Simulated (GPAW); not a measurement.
Crystal: CdS (Greenockite).

```
Cd S
1.0
     4.15000    0.00000    0.00000
    -2.07500    3.59401    0.00000
     0.00000    0.00000    6.73700
Cd S
2 2
Direct
  0.66667 0.33333 0.50000
  0.33333 0.66667 0.00000
  0.66667 0.33333 0.87500
  0.33333 0.66667 0.37500
```

Program: GPAW 26.7.0. Alike in all runs: cell as given; cutoff (eV) 600.

Order these runs on this cell by their pressure, lowest first.
A. level BLYP; potentials or basis PAW data sets generated in the run's folder for this functional, pw; spin off; k mesh 7 × 7 × 4; smearing fermi-dirac 0.05 eV; eigensolver davidson; band path GMKGALHA,LM,KH; band points 100
B. level revPBE; potentials or basis the program's PAW data sets (release 1.2.1) made for this functional, pw; spin off; k mesh 7 × 7 × 4; smearing fermi-dirac 0.05 eV; band path GMKGALHA,LM,KH; band points 80
C. level LDA; potentials or basis the program's PAW data sets (release 1.2.1) made for this functional, pw; spin off; k mesh 7 × 7 × 4; smearing fermi-dirac 0.05 eV; band path GMKGALHA,LM,KH; band points 80
D. level PBE; potentials or basis GPAW PAW data sets (gpaw-data 1.2.1), pw; spin off; k mesh 7 × 7 × 4; smearing gaussian 0.017 eV
E. level PBEsol; potentials or basis PAW data sets generated in the run's folder for this functional, pw; spin SOC, no magnetisation; k mesh 5 × 5 × 3; smearing fermi-dirac 0.05 eV; band path GMKGALHA,LM,KH; band points 60; spin axis theta (degrees) 0; spin axis phi (degrees) 0

C (-3.3 GPa), E (-1.2 GPa), D (1.8 GPa), B (3.4 GPa), A (5.0 GPa).

Caveats: spin-orbit coupling was added after a scalar SCF, so levels and gaps hold it while energy, forces, pressure and moments don't (some runs).
